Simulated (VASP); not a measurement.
Input of a VASP 6.6.1 run:

File run.py:

```python
from ase.calculators.vasp import Vasp
from ase.dft.bandgap import bandgap
from ase.io import read

atoms = read('SiC.cif', primitive_cell=True, subtrans_included=False)
calc = Vasp(
    directory='calc',
    xc='hse06',
    pp='PBE',
    setups='recommended',
    pp_version='54',
    prec='Accurate',
    encut=520,
    ediff=1e-06,
    ismear=0,
    sigma=0.1,
    lreal=False,
    lasph=True,
    nelm=60,
    algo='Normal',
    isif=2,
    lwave=False,
    lcharg=False,
    precfock='Fast',
    kpts=[5, 5, 3],
    gamma=True,
    nbands=16,
)
atoms.calc = calc

print('energy (eV):', atoms.get_potential_energy())
print('free energy (eV):', atoms.get_potential_energy(force_consistent=True))
print('forces (eV/A):')
print(atoms.get_forces())
print('stress (eV/A^3, Voigt):', atoms.get_stress())
print('Fermi level (eV):', calc.get_fermi_level())
gap, top, bottom = bandgap(calc)
print('band gap (eV):', gap, 'from (spin, k, band)', top, 'to', bottom)
```

Contents of SiC.cif:

```cif
data_SiC
_cell_length_a 3.07600000
_cell_length_b 3.07600000
_cell_length_c 5.04800000
_cell_angle_alpha 90.00000000
_cell_angle_beta 90.00000000
_cell_angle_gamma 120.00000000
_space_group_name_H-M_alt 'P6_3mc'
_space_group_name_Hall 'P 6c -2c'
_space_group_IT_number 186
loop_
_space_group_symop_operation_xyz
'x,y,z'
'x-y,x,z+1/2'
'-y,x-y,z'
'-x,-y,z+1/2'
'-x+y,-x,z'
'y,-x+y,z+1/2'
'y,x,z+1/2'
'x,x-y,z'
'x-y,-y,z+1/2'
'-y,-x,z'
'-x,-x+y,z+1/2'
'-x+y,y,z'
loop_
_atom_site_label
_atom_site_type_symbol
_atom_site_symmetry_multiplicity
_atom_site_Wyckoff_symbol
_atom_site_fract_x
_atom_site_fract_y
_atom_site_fract_z
_atom_site_occupancy
Si1 Si 2 b 0.6666666667 0.3333333333 0.5000000000 1
C1 C 2 b 0.6666666667 0.3333333333 0.8850000000 1
```

Potentials or basis: VASP PAW PBE potentials, release 54 (Si, C).

Run with:

```bash
$ python run.py
```

Estimate the largest force.

0.761 eV/Å.

Predict the pressure.

-1.4 GPa.

Forces in eV/Å, atoms in the order of the input:
```
Si   0.000  0.000  0.761
Si   0.000  0.000  0.761
C    0.000  0.000 -0.761
C    0.000  0.000 -0.761
```

Caveat: the k mesh is coarse (spacing up to 0.47 Å⁻¹), so the values aren't converged, least of all with exact exchange; the PAW data sets were made with another functional, which shifts forces and pressure a little; an odd mesh through Γ misses points on the zone boundary, where band edges often lie.
